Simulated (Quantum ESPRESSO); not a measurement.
Crystal: MgS.

```
Mg S
1.0
     3.61091    0.00000    0.00000
    -1.80545    3.12714    0.00000
     0.00000    0.00000    3.30526
Mg S
1 1
Direct
  0.00000 0.00000 0.50000
  0.66667 0.33333 0.00000
```

The cell was built by a generator and needn't be a form met in nature.

* Program: Quantum ESPRESSO 7.5
* Task: relaxation of cell and atoms
* Functional: PBE
* Dispersion: D3M(BJ)
* Potentials or basis: PseudoDojo 0.4.1 SR PBE standard
* Cutoff: 1143 eV
* Density cutoff: 4572 eV
* k mesh: 8 × 8 × 7
* Occupations: fermi-dirac, width 0.05 eV
* Spin: no spin polarisation

At the start: pressure -6.2 GPa; volume 18.66 Å³/atom.

Problem. Where does the relaxation end?

Solution. Over 6 steps the energy falls by 34.1 meV/atom and the volume is 17.07 Å³/atom (-8.5 %); space group P-6m2 (No. 187, to 0.05 Å).

The path:
```
step  energy change (eV)  largest force (eV/Å)  pressure (GPa)  volume (Å³)
   1              0.0000                0.0001           -6.24        37.32
   2             -0.0208                0.0001           -5.31        36.75
   3             -0.0663                0.0000            0.65        33.89
   4             -0.0672                0.0000            0.00        34.14
   5             -0.0677                0.0000           -0.14        34.18
   6             -0.0681                0.0000           -0.13        34.13
```

Final structure:
```yaml
crystal:
  lattice:
    - [3.49186, 0.00000, 0.00000]
    - [-1.74593, 3.02404, 0.00000]
    - [0.00000, 0.00000, 3.23259]
  atoms:
    - { symbol: Mg, position: [0.00000, 0.00000, 0.50000] }
    - { symbol: S, position: [0.66667, 0.33333, 0.00000] }
```
